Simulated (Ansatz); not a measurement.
Set up this calculation in Ansatz 0.2.0, as the native input.

```
Task                                : band structure
Functional                          : LDA
Potentials or basis                 : Ansatz PAW
Cutoff                              : 420 eV (not typed: the program's choice for these potentials)
k mesh                              : 7 × 7 × 5
Occupations                         : fermi-dirac, width 0.05 eV
Spin                                : spin-orbit coupling, no magnetisation
Path                                : [["G", "X", "S", "R", "A", "Z", "G", "Y", "X1", "A1", "T", "Y"], ["Z", "T"]]
Points for each segment of the path : 14
```

The system is WC.

```
CELL_PARAMETERS angstrom
1.64035 -2.11804 0.00000
1.64035 2.11804 0.00000
0.00000 0.00000 4.30942
ATOMIC_POSITIONS crystal
W 0.50000 0.50000 0.50000
C 0.00000 0.00000 0.00000
```

The cell was built by a generator and needn't be a form met in nature.

One way to write it, as run:

input.yaml

```yaml
crystal:
  lattice:
    - [1.64034611, -2.1180379, 0.0]
    - [1.64034611, 2.1180379, 0.0]
    - [0.0, 0.0, 4.3094211]
  atoms:
    - { symbol: W, position: [0.5, 0.5, 0.5] }
    - { symbol: C, position: [0.0, 0.0, 0.0] }
hamiltonian:
  xc: lda
  pseudopotentials: { kind: paw_fr }
magnetization:
  noncollinear: true
  spin_orbit: true
kpoints:
  mp_grid: { grid: [7, 7, 5] }
  band_path:
    path:
      - [[0.0, 0.0, 0.0], [0.3999489885, 0.3999489885, 0.0], [0.0, 0.5, 0.0], [0.0, 0.5, 0.5], [0.3999489885, 0.3999489885, 0.5], [0.0, 0.0, 0.5], [0.0, 0.0, 0.0], [-0.5, 0.5, 0.0], [-0.3999489885, 0.6000510115, 0.0], [-0.3999489885, 0.6000510115, 0.5], [-0.5, 0.5, 0.5], [-0.5, 0.5, 0.0]]
      - [[0.0, 0.0, 0.5], [-0.5, 0.5, 0.5]]
    npoints: 14
scf:
  occupations: { method: fermi_dirac, width: 0.05 }
  n_extra_bands: 6
output:
  forces: true
  stress: true
  eigenvalues: true
  fatbands: false
```

Potentials or basis: Ansatz PAW.

The run is started by

```sh
$ ansatz run input.yaml --threads 2 --pin off --max-ram 5632MiB --backend cpu --events-out ev --progress --plain --runs-dir out
```

It gave:

The pressure is -39.5 GPa and the band gap on the k mesh is none (metal or under the smearing width).

Caveat: a pressure of tens of GPa on the cell as given is suspect, and the run, the potentials or the cell itself is likely at fault; the PAW data sets come from PBE, with cores solved anew for the run's functional, which leaves a small shift of forces and pressure.

Run time: 9.4 s on 2 threads of Arm Neoverse V1, with other jobs on the host, peak memory 0.4 GiB.
